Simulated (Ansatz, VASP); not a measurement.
InSb: VASP beside Ansatz

File INCAR:

```
SYSTEM = InSb
PREC = Accurate ; ENCUT = 600
EDIFF = 1E-7 ; ISMEAR = 0
SIGMA = 0.1 ; LREAL = .False.
LASPH = .True. ; NELM = 100
ALGO = Normal ; ISIF = 3
LWAVE = .False. ; LCHARG = .False.
GGA = PE ; IBRION = 2
NSW = 90 ; EDIFFG = -0.02
```

KPOINTS

```
Automatic mesh
0
Gamma
  10 10 10
  0 0 0
```

The input POSCAR:

```
InSb
1.0
    0.0000000000      3.2391000000      3.2391000000
    3.2391000000      0.0000000000      3.2391000000
    3.2391000000      3.2391000000      0.0000000000
In Sb
1 1
Direct
    0.0000000000      0.0000000000      0.0000000000
    0.2500000000      0.2500000000      0.2500000000
```

Input for Ansatz:

```yaml
crystal:
  lattice:
    - [0.0, 3.2391, 3.2391]
    - [3.2391, 0.0, 3.2391]
    - [3.2391, 3.2391, 0.0]
  atoms:
    - { symbol: In, position: [0.0, 0.0, 0.0] }
    - { symbol: Sb, position: [0.25, 0.25, 0.25] }
basis:
  ecutwfc: 420
kpoints:
  mp_grid: { grid: [10, 10, 10] }
hamiltonian:
  xc: pbe
scf:
  occupations: { method: gaussian, width: 0.1 }
output:
  forces: true
  stress: true
  eigenvalues: true
  write_density: true
  write_potential: true
  elf: true
  volumetric_format: npy
relax:
  adjacent_minimum: "off"
  f_tol: 0.02
  max_steps: 70
  cell: { stress_tol: 0.1 }
```

Alike in both runs: task relaxation of cell and atoms; functional PBE; k mesh 10 × 10 × 10; occupations gaussian, width 0.1 eV; no spin polarisation.

|  | VASP | Ansatz |
| --- | --- | --- |
| version | VASP 6.6.1 | Ansatz 0.2.0 |
| potentials or method | VASP PAW PBE potentials, release 64 (In_d, Sb) | scalar-relativistic, plane waves, PAW |
| plane-wave cutoff (eV) | 600 | 420 |
| valence electrons in the cell | 18 | 28 |

|  | VASP | Ansatz | Ansatz less VASP |
| --- | --- | --- | --- |
| gap on the k mesh at the Fermi level, each at its own relaxed structure (eV) | none | none | - |
| relaxed volume (Å³/atom) | 36.49 | 36.51 | +0.020 |
| relaxed cell length with the largest relative difference (Å) | 4.691 | 4.692 | +0.0009 |
| energy change over the relaxation (meV/atom) | -23 | -23 | -0.2 |

A gap of «none» marks a metal or a gap that the smearing closes. The two sets of potentials don't hold the same shells in valence.

Caveats: this crystal is a semiconductor, whose small gap the functional closes, so the metal is an error of the method. Zero-point motion and thermal expansion aren't in these numbers. PBE usually gives volumes a little too large and moduli too small.
